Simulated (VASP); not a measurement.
# GaH₅S: harmonic vibrations of a molecule

GaH₅S, molecule in box, 7 atoms in the cell. PBE, harmonic vibrations; PAW potentials S, Ga_d, H (PBE set).

## Input

INCAR.step1:
```
SYSTEM = GaH5S
PREC = Accurate
ENCUT = 300
EDIFF = 1E-8
ISMEAR = 0
SIGMA = 0.01
ISYM = 0
LREAL = .FALSE.
LASPH = .TRUE.
NELM = 100
ALGO = Normal
LWAVE = .FALSE.
LCHARG = .FALSE.
IBRION = 2
NSW = 60
ISIF = 2
EDIFFG = -0.002
POTIM = 0.5
```

INCAR.step2, as INCAR.step1 but for:
```
- IBRION = 2
- NSW = 60
- ISIF = 2
- EDIFFG = -0.002
- POTIM = 0.5
+ IBRION = 5
+ NFREE = 2
+ POTIM = 0.015
+ NSW = 1
```

KPOINTS:
```
k-points
0
Gamma
  1 1 1
```

POSCAR.step1:
```
GaH5S
1.0
   12.0000000000      0.0000000000      0.0000000000
    0.0000000000     13.0000000000      0.0000000000
    0.0000000000      0.0000000000     12.0000000000
S Ga H
1 1 5
Direct
    0.3970458300      0.4109461500      0.5263666700
    0.4783875000      0.5956384600      0.5102333300
    0.4564541700      0.3804384600      0.6153083300
    0.4667625000      0.3646384600      0.4545666700
    0.4298125000      0.6159692300      0.3903583300
    0.4142958300      0.6385923100      0.6148250000
    0.6051208300      0.5660230800      0.5224916700
```

Commands (each step's output is kept before the next begins):
```
cat potpaw_PBE.64/S/POTCAR potpaw_PBE.64/Ga_d/POTCAR potpaw_PBE.64/H/POTCAR > POTCAR
cp INCAR.step1 INCAR
cp POSCAR.step1 POSCAR
mpirun -np 4 vasp_gam > vasp.out
cp CONTCAR POSCAR
cp INCAR.step2 INCAR
mpirun -np 4 vasp_gam > vasp.out
```

## Result

- Vibrations (cm⁻¹; a negative value is imaginary): 2634, 2622, 1898, 1896, 1894, 1160, 728, 727, 695, 535, 486, 301, 272, 163, 102
- Zero-point energy (eV): 0.999
- Translations and rotations, which should read zero (cm⁻¹): -32, -4, -1, 2, 6, 16
- Vibrational entropy at 298 K (meV/K): 0.482
- Displaced cells: 42
- Ionic steps, all stages: 85
- Electronic steps, all stages: 1210

VASP 6.6.1 took 2031 s on 4 cores (Intel Xeon Platinum 8259CL @ 2.50GHz (Skylake/Cascade Lake)), a shared host.
